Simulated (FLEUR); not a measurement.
## Er in FLEUR: convergence with Kmax

Input of the first run (Kmax 2.6); the others differ in this setting and in those tied to it:

Contents of inp.xml:

```xml
<?xml version="1.0" encoding="UTF-8" standalone="no"?>
<fleurInput fleurInputVersion="0.39">
   <comment>
      Er                                                                                                  
   </comment>
   <calculationSetup>
      <cutoffs Kmax="2.6" Gmax="16.5" GmaxXC="16.5" numbands="0"/>
      <scfLoop itmax="60" minDistance="0.00001" maxIterBroyd="15" imix="Anderson" alpha="0.05" precondParam="0.0" spinf="2.0" sdNocoIR="T"/>
      <coreElectrons ctail="T" frcor="F" kcrel="0" coretail_lmax="0"/>
      <xcFunctional name="pbe" relativisticCorrections="F"/>
      <magnetism jspins="2"/>
      <soc l_soc="F" theta="0.0" phi="0.0" spav="F"/>
      <expertModes spex="0" secvar="F"/>
      <geometryOptimization l_f="T" forcealpha="1.0" forcemix="BFGS" epsdisp="0.0005" epsforce="0.0002"/>
      <ldaU l_linMix="F" mixParam="0.05" spinf="1.0"/>
   </calculationSetup>
   <cell>
      <bzIntegration valenceElectrons="22.0" mode="hist" fermiSmearingEnergy="0.00183747">
         <kPointListSelection listName="default-1"/>
         <!-- k-points included here -->
         <xi:include xmlns:xi="http://www.w3.org/2001/XInclude" href="kpts.xml"> </xi:include>
      </bzIntegration>
      <!-- symmetry operations included here -->
      <xi:include xmlns:xi="http://www.w3.org/2001/XInclude" href="sym.xml"> </xi:include>
      <bulkLattice scale="1.0">
         <bravaisMatrix>
            <row-1>   -3.7377619759887768     3.7377619759887768     3.7377619759887768</row-1>
            <row-2>    3.7377619759887768    -3.7377619759887768     3.7377619759887768</row-2>
            <row-3>    3.7377619759887768     3.7377619759887768    -3.7377619759887768</row-3>
         </bravaisMatrix>
      </bulkLattice>
   </cell>
   <atomSpecies>
      <species name="Erbium (Er3.000" element="Er" atomicNumber="68">
         <mtSphere radius="2.66" gridPoints="879" logIncrement="0.015"/>
         <atomicCutoffs lmax="11" lnonsphr="8"/>
         <electronConfig flipSpins="F">
            <coreConfig>(1s1/2) (2s1/2) (2p1/2) (2p3/2) (3s1/2) (3p1/2) (3p3/2) (4s1/2) (3d3/2) (3d5/2) (4p1/2) (4p3/2) (4d3/2) (4d5/2)</coreConfig>
            <valenceConfig>(5s1/2) (5p1/2) (5p3/2) (6s1/2) (4f5/2) (4f7/2)</valenceConfig>
            <stateOccupation state="(4f5/2)" spinUp="3.0" spinDown="2.1428571428571"/>
            <stateOccupation state="(4f7/2)" spinUp="4.0" spinDown="2.8571428571429"/>
         </electronConfig>
         <energyParameters s="6" p="5" d="5" f="4"/>
         <lo type="SCLO" l="0" n="5" eDeriv="0"/>
         <lo type="HELO" l="1" n="6" eDeriv="0"/>
         <lo type="HELO" l="1" n="6" eDeriv="1"/>
         <lo type="SCLO" l="2" n="5" eDeriv="2"/>
         <lo type="SCLO" l="3" n="4" eDeriv="2"/>
      </species>
   </atomSpecies>
   <atomGroups>
      <atomGroup species="Erbium (Er3.000">
         <relPos label="                   1">.0000000000 .0000000000 .0000000000</relPos>
         <force calculate="T" relaxXYZ="TTT"/>
      </atomGroup>
   </atomGroups>
   <output dos="F" band="F" slice="F">
      <checks vchk="F" cdinf="F"/>
      <bandDOS minEnergy="-.5*Htr" maxEnergy="0.5*Htr" sigma="0.015" storeEVData="T"/>
      <vacuumDOS vacdos="F" integ="F" star="F" nstars="0" locx1="0.0" locy1="0.0" locx2="0.0" locy2="0.0" nstm="0" tworkf="0.0"/>
      <unfoldingBand unfoldBand="F" supercellX="1" supercellY="1" supercellZ="1"/>
      <plotting iplot="0" polar="F">
         <plot TwoD="T" vec1="  1.0  0.0  0.0" vec2="  0.0  1.0  0.0" vec3="  0.0  0.0  1.0" zero="  0.0  0.0  0.0" file="plot"/>
      </plotting>
      <chargeDensitySlicing numkpt="0" minEigenval="0.0" maxEigenval="0.0" nnne="0" pallst="F"/>
      <specialOutput eonly="F"/>
      <moessbauerParams electricFieldGradient="T" isomerShift="T" coreHyperfine="T" valenceHyperfine="T"/>
      <magneticCircularDichroism mcd="F" energyLo="-10.0" energyUp="0.0"/>
   </output>
  <!-- We include the file relax.xml here to enable relaxations (see documentation) -->
  <xi:include xmlns:xi="http://www.w3.org/2001/XInclude" href="relax.xml"> <xi:fallback/> </xi:include>
</fleurInput>
```

crystal.txt

```
Er
&input cartesian=F /
-1.9779384575  1.9779384575  1.9779384575
1.9779384575  -1.9779384575  1.9779384575
1.9779384575  1.9779384575  -1.9779384575
1.8897261246
1.0 1.0 1.0

1
68 0.0000000000  0.0000000000  0.0000000000 : 3.000

&kpt div1=7 div2=7 div3=7 gamma=T /
```

Potentials or basis: all-electron, FLAPW.

Launch:

```bash
$ inpgen -f crystal.txt -profile fastHighL
$ # inp.xml edited to the form shown
$ fleur_MPI
```

This isn't the form of Er at room conditions, which is hcp.

Hardware: 1 thread of AMD EPYC 7R43 64-Core Processor (Zen 3), with other jobs on the host.

```tsv
Kmax	energy less the tightest run, at zero smearing (meV/atom)	largest site moment (μB)	SCF cycles	CPU time (s)	peak memory (GiB)
2.6	1092.21	2.38	38	96	0.08
3	301.39	2.33	34	81	0.08
3.4	73.54	2.32	33	100	0.07
3.8	15.86	2.31	26	88	0.08
4.2	3.34	2.31	28	100	0.08
4.6	0.65	2.31	28	110	0.07
5	0.12	2.31	30	160	0.08
5.5	0.00	2.31	30	240	0.08
```

Against the tightest run, the energy stays within 1 meV/atom from 4.6 on; the largest site moment stays within 0.02 μB from 3.4 on. The tightest run that finished is the yardstick and may itself not be fully converged.

Caveat, for the tightest run too: the magnetic or orbital state may not be the lowest; the cutoff is high for the widest sphere, where the basis turns nearly dependent and energies can drift low; spin-orbit coupling is left out, which moves the levels of the heavy elements. The state reached can hang on the start; a lower one may exist.
